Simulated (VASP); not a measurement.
# BN: band structure with SCAN

**What was measured.**

From a printed reference work, monograph, for a bulk crystal of BN at 300 K: band gap 6.4 eV (indirect).

BN:

```
N B
1.0
     0.00000    1.81300    1.81300
     1.81300    0.00000    1.81300
     1.81300    1.81300    0.00000
N B
1 1
Direct
  0.25000 0.25000 0.25000
  0.00000 0.00000 0.00000
```

The cell is a database's computed one.

```json
{
 "Program": "VASP 6.6.1",
 "Task": "band structure",
 "Functional": "SCAN",
 "Potentials or basis": "VASP PAW PBE potentials, release 64 (N, B)",
 "Cutoff": "520 eV",
 "k mesh": "13 × 13 × 13",
 "Occupations": "fermi-dirac, width 0.05 eV",
 "Spin": "no spin polarisation",
 "Further INCAR settings": "ALGO = Normal; EDIFF = 1e-07; NBANDS = 11"
}
```

```json
{"Pressure": "-6.1 GPa", "Band gap on the k mesh": "5.02 eV, indirect (least direct gap 9.44 eV)", "Band gap along the path": "4.95 eV, indirect (least direct gap 9.44 eV)"}
```

Levels at the corners of the path, in eV from the valence-band top:
| point | band 2 | band 3 | band 4 | band 5 | band 6 | band 7 |
| --- | --- | --- | --- | --- | --- | --- |
| Γ | 0.00 | 0.00 | 0.00 | 9.44 | 9.44 | 9.44 |
| X | -9.26 | -5.06 | -5.06 | 4.95 | 9.77 | 19.05 |
| X | -9.26 | -5.06 | -5.06 | 4.95 | 9.77 | 19.05 |
| W | -7.94 | -7.13 | -6.62 | 10.28 | 14.08 | 15.39 |
| W | -7.94 | -7.13 | -6.62 | 10.28 | 14.08 | 15.39 |
| K | -8.47 | -7.83 | -4.20 | 7.46 | 13.59 | 16.80 |
| K | -8.47 | -7.83 | -4.20 | 7.46 | 13.59 | 16.80 |
| Γ | 0.00 | 0.00 | 0.00 | 9.44 | 9.44 | 9.44 |
| Γ | 0.00 | 0.00 | 0.00 | 9.44 | 9.44 | 9.44 |
| L | -11.00 | -2.00 | -2.00 | 10.63 | 11.39 | 11.39 |
| L | -11.00 | -2.00 | -2.00 | 10.63 | 11.39 | 11.39 |
| U | -8.47 | -7.83 | -4.20 | 7.46 | 13.59 | 16.80 |
| U | -8.47 | -7.83 | -4.20 | 7.46 | 13.59 | 16.80 |
| W | -7.94 | -7.13 | -6.62 | 10.28 | 14.08 | 15.39 |
| W | -7.94 | -7.13 | -6.62 | 10.28 | 14.08 | 15.39 |
| L | -11.00 | -2.00 | -2.00 | 10.63 | 11.39 | 11.39 |
| L | -11.00 | -2.00 | -2.00 | 10.63 | 11.39 | 11.39 |
| K | -8.47 | -7.83 | -4.20 | 7.46 | 13.59 | 16.80 |
| U | -8.47 | -7.83 | -4.20 | 7.46 | 13.59 | 16.80 |
| X | -9.26 | -5.06 | -5.06 | 4.95 | 9.77 | 19.05 |

Wall time 82 s on 1 thread of Intel(R) Xeon(R) Platinum 8259CL CPU @ 2.50GHz (Skylake/Cascade Lake) (shared host), peak memory 0.14 GiB.

Measured gap of BN: 6.4 eV (indirect; 300 K; a printed reference work, monograph). This calculation gives 4.95 eV (-1.45 eV). The value is that of SCAN, without temperature or zero-point motion. The cell is a database's relaxed one, not the measured one, which moves gaps too.

Caveat: the PAW data sets were made with another functional, which shifts forces and pressure a little.
